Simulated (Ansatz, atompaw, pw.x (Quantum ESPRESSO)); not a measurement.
**pw.x on bcc O: one setting changed**

Potential: PAW, atompaw 4.2.0.5, PBE; core [He], reference 2s2 2p4; waves: 2s (bound): rc 0.75 bohr; 2s channel at 1.5 Ry: rc 0.75 bohr; 2p (bound): rc 1.50 bohr; 2p channel at 0.05 Ry: rc 1.50 bohr; local part: bessel scheme, radius 1.05 bohr; core correction: smooth core density matched at 1.45 bohr; augmentation: besselshape compensation charge, radius 1.30 bohr; PAW radius 1.50 bohr; waves and projectors: custom rrkj gramschmidtortho.

The reference run (k-mesh 18³, cutoffs 100/900 Ry, Fermi–Dirac 0.01 Ry, mixing_beta 0.4, conv_thr 1e-9, no spin) gives 1.78 GPa at 7.756 Å³/atom, where all-electron LAPW gives 1.16 GPa. This run, with its own iteration cap, changes k-mesh points per axis to 4.

```
&control
  calculation='scf', prefix='x', pseudo_dir='./', outdir='./tmp', tstress=.true., disk_io='none'
/
&system
  ibrav=0, nat=1, ntyp=1, ecutwfc=100, ecutrho=900, nbnd=10,
  occupations='smearing', smearing='fd', degauss=0.01
/
&electrons
  conv_thr=1e-09, mixing_beta=0.4, electron_maxstep=60
/
ATOMIC_SPECIES
O 1.0 O.UPF
CELL_PARAMETERS angstrom
  -1.24697937 1.24697937 1.24697937
  1.24697937 -1.24697937 1.24697937
  1.24697937 1.24697937 -1.24697937
ATOMIC_POSITIONS crystal
O 0.0000 0.0000 0.0000
K_POINTS automatic
4 4 4 0 0 0
```

```bash
pw.x < O.scf.in > O.scf.out
```

Q: How does the run end?

A: It converges in 6 iterations; the free energy moves by -205.9 meV/atom and the pressure by -4.77 GPa.

```
Message from routine setup:
     using ibrav=0 with symmetry is DISCOURAGED, use correct ibrav instead
     lattice parameter (alat)  =       4.0815  a.u.
     unit-cell volume          =      52.3401 (a.u.)^3
     number of electrons       =         6.00
     number of Kohn-Sham states=           10
     kinetic-energy cutoff     =     100.0000  Ry
     charge density cutoff     =     900.0000  Ry
     scf convergence threshold =      1.0E-09
     Exchange-correlation= SLA PW PBX PBC
     number of k points=     8  Fermi-Dirac smearing, width (Ry)=  0.0100
     iteration #  1     ecut=   100.00 Ry     beta= 0.40
     total energy              =     -41.35445702 Ry
     estimated scf accuracy    <       0.00016795 Ry
     iteration #  2     ecut=   100.00 Ry     beta= 0.40
     total energy              =     -41.35411620 Ry
     estimated scf accuracy    <       0.00007106 Ry
     iteration #  3     ecut=   100.00 Ry     beta= 0.40
     total energy              =     -41.35412304 Ry
     estimated scf accuracy    <       0.00000067 Ry
     iteration #  4     ecut=   100.00 Ry     beta= 0.40
     total energy              =     -41.35412279 Ry
     estimated scf accuracy    <       0.00000013 Ry
     iteration #  5     ecut=   100.00 Ry     beta= 0.40
     total energy              =     -41.35412281 Ry
     estimated scf accuracy    <          3.4E-09 Ry
     iteration #  6     ecut=   100.00 Ry     beta= 0.40
     the Fermi energy is     4.9363 ev
!    total energy              =     -41.35412281 Ry
     estimated scf accuracy    <          6.1E-10 Ry
     smearing contrib. (-TS)   =      -0.00322540 Ry
     convergence has been achieved in   6 iterations
          total   stress  (Ry/bohr**3)                   (kbar)     P=      -29.94
     Message from routine punch:
     Nothing written, as per user request (disk_io='none')
```

The run took about 2.9 s on one core of a shared server CPU.
